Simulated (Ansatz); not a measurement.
Crystal: PbS (Galena).

```
Pb S
1.0
     0.00000    2.96575    2.96575
     2.96575    0.00000    2.96575
     2.96575    2.96575    0.00000
Pb S
1 1
Direct
  0.00000 0.00000 0.00000
  0.50000 0.50000 0.50000
```

Base run:

```yaml
Program: Ansatz 0.2.0
Functional: m-r2SCAN
Potentials_or_basis: Ansatz PAW
Cutoff: "500 eV (not typed: the program's choice for these potentials)"
k_mesh: 8 × 8 × 8
Occupations: fermi-dirac, width 0.05 eV
Spin: no spin polarisation
```

Its results: band gap on the k mesh 0.61 eV, direct; pressure 1.3 GPa.

Question: The run is repeated on the same cell with these changes: functional from m-r2SCAN to r2SCAN; spin from no spin polarisation to spin-orbit coupling, no magnetisation; potential files from those of the base run to others of the same set. What comes out?

Answer: Band gap on the k mesh 0.12 eV, direct; pressure 0.9 GPa.

Several settings changed at once, so the effect can't be laid on one alone.

Caveats: the PAW data sets come from PBE, with cores solved anew for the run's functional, which leaves a small shift of forces and pressure; spin-orbit coupling is left out, which as a rule narrows the gap of such compounds by several tenths of an eV (some runs).
